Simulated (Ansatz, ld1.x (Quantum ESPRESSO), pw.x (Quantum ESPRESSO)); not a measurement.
**Te (Z = 52) (fcc): variants of one RRKJ potential in the solid**

ld1.x (Quantum ESPRESSO) 7.5 input, shortened:

```
&input
   title='Te', zed=52., rel=1, dft='PW', iswitch=3,
   config='[Kr] 4d10 5s2 5p4'
 /
 &inputp
   pseudotype=2, tm=.false., rho0=0.001, lloc=0,
   nlcc=.false.
 /
3
5P  2  1   4.00   0.00  1.65  1.65  0.0
4D  3  2  10.00   0.00  1.45  1.45  0.0
5S  1  0   2.00   0.00  1.55  1.55  0.0
 &test
   configts(1)='4d10 5s2 5p4'
 /
```

Crystal test: fcc Te in pw.x 7.5, no spin, 12³ k-points, Fermi–Dirac smearing 0.01 Ry, cutoffs set for each file from its atomic test. The reference is all-electron LAPW (Ansatz 0.2.0) with the same functional, mesh and smearing; V0 and B0 come from Birch–Murnaghan fits to the pressures at five volumes. Errors are pseudo minus all-electron; Δ is the rms difference of the E(V) curves that follow from these fits, minima aligned, over ±6 % about the mean V0. Mesh and smearing are coarse, so the numbers serve the comparison and aren't converged zero-temperature values; the lattice is a test structure that the element need not adopt.

All-electron: a0 = 4.733 Å (V0 = 26.50 Å³/atom), B0 = 66.2 GPa.

Base: This is a poor potential for the solid.

2 further variants are left out: they gave no file fit for a test, a broken result, the same result as the base, or pressures whose basis-set error rivals the error shown.

| change | cutoffs (Ry) | pw.x | a0 (Å) | a0 error (%) | B0 error (%) | Δ (meV/atom) | mean pressure error (GPa) |
| --- | --- | --- | --- | --- | --- | --- | --- |
| base | 135/540 | converged | 4.785 | +1.11 | -1.5 | 13.0 | +2.42 |
| wave 5s (bound): rc 1.55 bohr becomes 5s (bound): rc 1.62 bohr | 135/540 | converged | 4.787 | +1.16 | -1.7 | 13.5 | +2.52 |
| wave 5s (bound): rc 1.55 bohr becomes 5s (bound): rc 2.18 bohr | 135/540 | converged | 4.783 | +1.07 | -1.5 | 12.4 | +2.31 |

Q: Give the row for: wave 5s (bound): rc 1.55 bohr becomes 5s (bound): rc 2.04 bohr.

A: pw.x: failed (cdiaghg: S matrix not positive definite).
